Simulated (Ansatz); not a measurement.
# KF (Fm-3m): exact exchange against the cheap answer (a further series)

The task here is to estimate one member of a computed series from the others.

Computed with Ansatz 0.2.0 (DFT at several levels, plane waves, PAW, unless a step's input says otherwise).

1 further run of the same task is left out (set aside as unsound or not needed). Runs told in other sessions of the task aren't counted.

## The structure to begin with

The structure is cubic, space group Fm-3m (No. 225). Conventional cell: a = 5.347 Å, b = 5.347 Å, c = 5.347 Å, α = 90.00°, β = 90.00°, γ = 90.00°. Around K (site symmetry m-3m) lie 6 F at 2.67 Å. F (site symmetry m-3m) is surrounded by 6 K at 2.67 Å.

As a file:

```cif
data_structure
_symmetry_space_group_name_H-M 'Fm-3m'
_symmetry_Int_Tables_number 225
_cell_length_a 5.3470
_cell_length_b 5.3470
_cell_length_c 5.3470
_cell_angle_alpha 90.000
_cell_angle_beta 90.000
_cell_angle_gamma 90.000
_cell_volume 152.87
loop_
_atom_site_label
_atom_site_type_symbol
_atom_site_symmetry_multiplicity
_atom_site_Wyckoff_symbol
_atom_site_fract_x
_atom_site_fract_y
_atom_site_fract_z
_atom_site_occupancy
K1 K 4 a 0.00000 0.00000 0.00000 1
F1 F 4 b 0.50000 0.00000 0.00000 1
```

An earlier run on this cell at PBE gave 1.32 GPa at 19.109 Å³/atom (8×8×8 mesh), gap on the mesh 6.17 eV.

All runs below keep this geometry.

Levels to run, all on a 4×4×4 mesh: Hartree–Fock; PBE0; HSE06 form (fraction 0.45, screening 0.3 Å⁻¹); HSE06. Hardware: 4 threads of Arm Neoverse V1, shared host.

An earlier series ran PBE on this mesh: volume 19.109 Å³/atom, pressure 1.32 GPa, gap on the mesh 6.17 eV.

The first run:

The input, input.yaml:

```yaml
crystal:
  lattice:
    - [0.0, 2.6734993184, 2.6734993184]
    - [2.6734993184, 0.0, 2.6734993184]
    - [2.6734993184, 2.6734993184, 0.0]
  atoms:
    - { symbol: K, position: [0.0, 0.0, 0.0] }
    - { symbol: F, position: [0.5, 0.5, 0.5] }
basis:
  ecutwfc: 420
  ecutrho_ratio: 4
kpoints:
  mp_grid: { grid: [4, 4, 4] }
hamiltonian:
  xc: hf
scf:
  occupations: { method: gaussian, width: 0.05 }
  n_extra_bands: 9
output:
  forces: true
  stress: true
  eigenvalues: true
  populations: true
  dos: { projected: true, de: 0.02 }
```

On the command line:

```
$ ansatz run input.yaml --threads 4 --pin off --max-ram 8192MiB --backend cpu --events-out ev --progress --plain --runs-dir out
```

Among the steps run: Hartree–Fock; PBE0; HSE06 form (fraction 0.45, screening 0.3 Å⁻¹); HSE06.

One of the session's tables, all rows but one given; the rest of the session is left out.

It belongs to the step «The sweep». 

```
                                        level  gap on the mesh (eV)  pressure (GPa)
                         PBE (earlier series)                  6.17             1.3
                                 Hartree–Fock                 17.49             1.8
                                         PBE0                     ?               ?
HSE06 form (fraction 0.45, screening 0.3 Å⁻¹)                  9.32            -0.3
                                        HSE06                  8.17             0.4
```

Estimate the missing values for PBE0.

**Answer.** gap on the mesh (eV): 8.95; pressure (GPa): 0.4. In the column «gap on the mesh (eV)» it lies between HSE06 (8.17) and HSE06 form (fraction 0.45, screening 0.3 Å⁻¹) (9.32).

Against 6.17 eV at PBE, the runs with exact exchange give 8.17 (HSE06) to 17.49 eV (Hartree–Fock). Gaps are over this coarse mesh alone, and total energies of different levels can't be compared. The program warned that the SCF threshold is loose for the stress of this hybrid run.

Limits of these values: Warnings in the runs' records: stress scf threshold loose, stress exchange threshold loose.
